## The foot of a slip curve, worked out from its top

Slide one half of a crystal over the other along a flat cut, and the energy first rises and then falls back as the atoms reach equivalent places. Suppose the upper part of that climb is known but its beginning is not. Can the beginning be worked out? Tantalum gives a case in which the answer can be tested.

Rigid, unrelaxed slip of bcc tantalum (a = 3.303 Å) on a (011) plane along [100], with a full slip vector of 3.303 Å and one fault per four-layer cell. Ansatz 0.2.0, PBE, scalar-relativistic plane-wave PAW, no spin polarisation, cutoff 420 eV, Gamma-centred 17×17×5 k mesh, Gaussian smearing of 0.15 eV. Fault energies are free energies relative to the unslipped crystal.

| slip (fraction of the slip vector) | fault energy (mJ/m²) | shear traction (GPa (slope of the fault energy along the slip)) |
| --- | --- | --- |
| 0 | ? | ? |
| 0.1 | ? | ? |
| 0.2 | 874 | 24.2 |
| 0.3 | 1818 | 31.44 |
| 0.4 | 2793 | 24.48 |
| 0.5 | 3235 | 0.03 |

The slip, written u below, is the fraction of one full lattice step that the upper block has moved. The fault energy is the energy spent per area of cut. The shear traction is its slope along the slip: the force per area needed to hold the blocks in their displaced position. The blocks stay rigid throughout, so neither the atoms nor the spacing between the planes can adjust.

The cut here is a (011) plane and the motion runs along [100], with a full step of 3.303 Å. Body-centred cubic metals usually slip along ½⟨111⟩ instead, and by the motion of dislocations, not by whole planes at once. The tractions in the table are therefore no measure of the strength of a tantalum part. They show how two atomic planes resist being pushed past each other along one particular path.

### What the atoms do at the cut

In the perfect crystal each atom at the cut has two nearest neighbours in the facing plane, one ahead of it and one behind along the slip direction. Both are 2.86 Å away. Their sideways pushes and pulls cancel by symmetry, so the traction at zero slip must vanish. Once the block moves, one neighbour comes closer and the other recedes.

The geometry gives the shorter distance as a√[(½ − u)² + ½], where a is the full step of 3.303 Å. It falls to 2.54 Å at slip 0.2 and to 2.34 Å at slip 0.5, where one atom sits directly on top of the other. That is uncomfortably close for tantalum, about 18 % less than the distance between neighbours in the undisturbed crystal. The runs converged and recorded no warning. The makers of the data do caution that atoms can come far too close in such a scan, but that rests on their tests on other systems, not on these runs. The PAW datasets may be less accurate at such short distances, which was not tested here. Short-range repulsion is the likely main reason for the steep climb in energy. The forces in the same runs support this: at slip 0.5 each atom at the cut is pushed away from the facing plane with about 4.7 eV/Å. They don't separate repulsion from other changes in the metallic bonding, so its exact share stays open.

The same picture explains why the traction has a peak. Two things matter: how hard the close pair pushes, and how much of that push points along the slip. The push grows as the atoms approach, but the line between them turns upright and leaves less of it to oppose the motion. At slip 0.5 the line is exactly upright and the traction vanishes, apart from a numerical residue of 0.03 GPa.

Because the repulsion is still growing while the line turns upright, the hardest part of the climb should come late. The known rows agree: the traction is about 30 % larger at slip 0.3 than at 0.2. With steps of 0.1 the exact position of the peak stays open. For another slip path one can make the same drawing and ask how closely the atoms must pass; the more crowded the passage, the higher the barrier should be.

### Why one sine wave is not enough

The simplest model of such a slide is Frenkel's, in which the energy follows sin²(πu). A rigid pendulum turned from hanging to upright obeys the same law. Its energy is lowest at the bottom and highest at the top, and no torque acts at either end. Halfway up the torque is greatest, and it is equal at angles equally far below and above that point.

This last property is where the analogy ends. Slips 0.2 and 0.3 lie equally far from the halfway point of the climb, so for a pendulum the resistance would be the same at both. In tantalum it is not. The weight of a pendulum stays constant as it turns, whereas the repulsion between the atoms grows on the way up.

The forecast therefore needs a more flexible curve, but symmetry still limits its form. A full step restores the crystal, and a mirror plane across [100] makes equal slips forward and backward cost the same. The energy can then be written as a sum of squared sines, of which three are kept here:

E(u) = A₁ sin²(πu) + A₂ sin²(2πu) + A₃ sin²(3πu)

A least-squares fit to the four known energies gives A₁ = 3184, A₂ = −300 and A₃ = 50 mJ/m². Together the terms describe a valley that is broader, and a top that is narrower, than those of a single sine. No coefficient should be read as the strength of a particular bond.

Three coefficients for four energies leave only one spare point, so the close fit to those energies proves little. The tractions offer a better test, because the fit didn't use them. The slope of the fitted curve matches the four known tractions to within about 0.4 GPa, with the largest miss at slip 0.2. The test is a fair one, since the tractions come from the forces on the atoms and the stress in the cell, not from differences between the energies.

### The forecast

At slip 0 there is little to forecast. The energy is zero by definition, since the undisturbed crystal is the reference. The traction is zero by symmetry, and a numerical residue should stay within 0.1 GPa.

At slip 0.1 the three sines are those of 18°, 36° and 54°. Their squares are about 0.096, 0.35 and 0.65, and the three terms add up as follows:

E(0.1) ≈ 304 − 104 + 33 = 233 mJ/m²

The second term removes about a third of what the first supplies, which is how the broad valley enters the forecast. The slope of the same curve gives a traction of 13.7 GPa.

How far might this be wrong? A linear elastic estimate gives an idea. It treats the cut as a slice of uniformly sheared crystal, with a shear modulus of roughly 80 GPa (a recalled value) and a plane spacing of 2.34 Å. A slip of 0.1 moves the block by 0.33 Å, so the traction would be about 80 × 0.33/2.34 ≈ 11 GPa and the energy about 190 mJ/m². Sliding at a single plane is not the same as uniform shear, so the two estimates need not agree, but the lower one is a reason for caution.

The forecast for slip 0.1 is thus an energy near 230 mJ/m², with a range of 195 to 265, and a traction near 13.7 GPa, give or take 2 GPa. Both ranges are judgements, not statistical errors. The forecast also says that the traction at slip 0.1 lies far below the one at slip 0.4, although a single sine would make the two equal.

### The computed values

The withheld rows as computed:

| slip (fraction of the slip vector) | fault energy (mJ/m²) | shear traction (GPa (slope of the fault energy along the slip)) |
| --- | --- | --- |
| 0 | 0 | 0 |
| 0.1 | 248 | 14.05 |

The computed energy at slip 0.1 falls inside its range. The traction is about 14 GPa, only 0.3 GPa above the forecast curve. It is also far below the 24.48 GPa at slip 0.4, so the lopsided climb seen in the upper rows does continue down to the foot. At slip 0 both quantities are zero, as definition and symmetry require.

The energy is the less accurate forecast. The computed 248 mJ/m² lies 15 mJ/m² above the curve, or about 6 % of the computed value. Yet the same curve passes within 1 mJ/m² of each energy used to fit it. A good fit to the upper part was therefore a poor guide to the error at the foot.

The simpler estimates do worse, and in opposite directions. A single sine fitted to the same four energies gives 293 mJ/m², because it lacks the broad valley. The elastic estimate is too low by about 60 mJ/m². The caution that it suggested thus pointed the wrong way: the computed energy lies above the forecast, not below it.

### Where the missing energy sits

The energy at slip 0.1 is the work done over the first 0.33 Å. Dividing 248 mJ/m² by that distance gives an average traction of 7.5 GPa (1 mJ/m² per Å is 0.01 GPa). If the traction had risen in a straight line from zero to 14 GPa, the average would have been 7.0 GPa. The fitted curve averages only 7.1 GPa. Taken at face value, the resistance builds up quickly at first and then more slowly, and the crystal is stiffer at the very start than the fitted curve allows.

Shorter waves in the energy could produce such a start, and four energies high on the curve cannot fix them. There is also a more prosaic possibility. Each fault occupies 7.7 Å² in a cell of four atoms, so 15 mJ/m² amounts to only about 2 meV an atom. An error of that size in the energy difference between the perfect and the slipped crystal could come from the mesh of k points, whose convergence was not tested.

The tractions don't decide between the two. The area under them from slip 0 to 0.2, by Simpson's rule, is about 885 mJ/m². If all the slipped cells came out too high in energy, the computed 874 mJ/m² should exceed this area, but it is smaller. An error at slip 0.1 alone would escape that test, and there is a faint hint of one. From slip 0.1 to 0.2 the energy rises by 626 mJ/m², which means an average traction of 19.0 GPa. That is just below 19.1 GPa, the mean of the tractions at the two ends. The rise in traction would thus slow down before slip 0.1 and speed up again after it. A slightly too high energy at slip 0.1 would give the same pattern. Errors of a few tenths of a GPa in the tractions would blur both comparisons, so the question stays open. A denser k mesh would test the second explanation, and additional points below slip 0.1 would show whether the early stiffness is real. Until then the broad valley is well supported, but the finer shape of its floor is not.

### What rigid blocks leave out

The top of the curve depends most on the rigid setting. At slip 0.5 the atoms stand on top of one another at 2.34 Å, and a real crystal would open the gap between the planes to relieve the crowding. The energies are therefore upper limits for relaxed faults with the same slip and cell, and they would probably drop most near the top. Nor is slip 0.5 a stable fault: it is a maximum along this path, from which the blocks would slide down on either side.

Two features of the cell also affect how the numbers may be used. The faults repeat every four atomic layers, and their influence on one another was not tested. The starting crystal was not relaxed at this level of theory, and the run gives it a pressure of about 3 GPa, so the blocks are slightly compressed from the start. The slipped crystals have a lower symmetry than the undisturbed one.

What carries over to other slides is the way of reasoning. Symmetry fixes where the traction must vanish, and the distance and direction of the closest pairs suggest where the climb will be hardest. A few computed energies then set the scale. In this case they gave the traction at the foot to about 2 % and the energy to about 6 %.
